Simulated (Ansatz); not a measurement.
# Hf: relaxation of cell and atoms with LDA+U

Hf:

```
Hf
1.0
     3.27977    0.00000    0.00000
    -1.63988    2.84036    0.00000
     0.00000    0.00000    5.18923
Hf
2
Direct
  0.66667 0.33333 0.75000
  0.33333 0.66667 0.25000
```

The cell isn't the ideal one: volume scaled by 1.08.

```json
{
 "Program": "Ansatz 0.2.0",
 "Task": "relaxation of cell and atoms",
 "Functional": "LDA",
 "Potentials or basis": "Ansatz PAW polarizable",
 "Cutoff": "420 eV (not typed: the program's choice for these potentials)",
 "k mesh": "10 × 10 × 5",
 "Occupations": "gaussian, width 0.05 eV",
 "Spin": "no spin polarisation",
 "Hubbard terms": "Hf d U = 5 eV",
 "Hubbard projectors": "atomic",
 "Double counting": "fll (the default)"
}
```

```yaml
Relaxed_volume: 19.90 Å³/atom
Relaxed_cell: a = 3.076 Å, b = 3.076 Å, c = 4.856 Å, α = 90.00°, β = 90.00°, γ = 120.00°
Space_group_after_relaxing_to_0.05_Å: P6_3/mmc (No. 194)
Energy_gained_by_relaxing: 222.1 meV/atom
Ionic_steps: 6
Pressure_after_relaxing: 0.0 GPa
Band_gap_on_the_k_mesh: none (metal or under the smearing width)
```

The path:
```
step  energy change (eV)  largest force (eV/Å)  volume (Å³)
   1              0.0000                0.0000        48.34
   2             -0.4156                0.0000        41.76
   3             -0.4426                0.0000        39.23
   4             -0.4454                0.0000        39.87
   5             -0.4455                0.0000        39.80
   6             -0.4442                0.0000        39.80
```

Final structure:
```yaml
crystal:
  lattice:
    - [3.07632, 0.00000, 0.00000]
    - [-1.53816, 2.66417, 0.00000]
    - [0.00000, 0.00000, 4.85630]
  atoms:
    - { symbol: Hf, position: [0.66667, 0.33333, 0.75000] }
    - { symbol: Hf, position: [0.33333, 0.66667, 0.25000] }
```

Levels at points of the mesh, in eV from the Fermi level:
```
            k point  band 24  band 25  band 26  band 27  band 28  band 29
 (0.00, 0.00, 0.00)    -4.99     1.03     1.03     1.31     1.50     2.03
(0.00, -0.50, 0.00)    -3.65    -2.54    -0.50     0.79     1.20     1.81
```

Eigenvalues of the final occupation matrices:
```
  site  spin  trace               eigenvalues
site 1     1   2.79  0.52 0.52 0.57 0.57 0.60
site 2     1   2.79  0.52 0.52 0.57 0.57 0.60
```

Wall time 22 s on 1 thread of Arm Neoverse V2 (shared host), peak memory 0.42 GiB.

Caveat: the plane-wave basis is chosen anew once the cell has moved, so the energies of steps on either side of that aren't comparable; U without spin polarisation on a metal has little footing; the PAW data sets come from PBE, with cores solved anew for the run's functional, which leaves a small shift of forces and pressure; the U is typed as a test and isn't derived for this compound. Zero-point motion and thermal expansion aren't in these numbers.
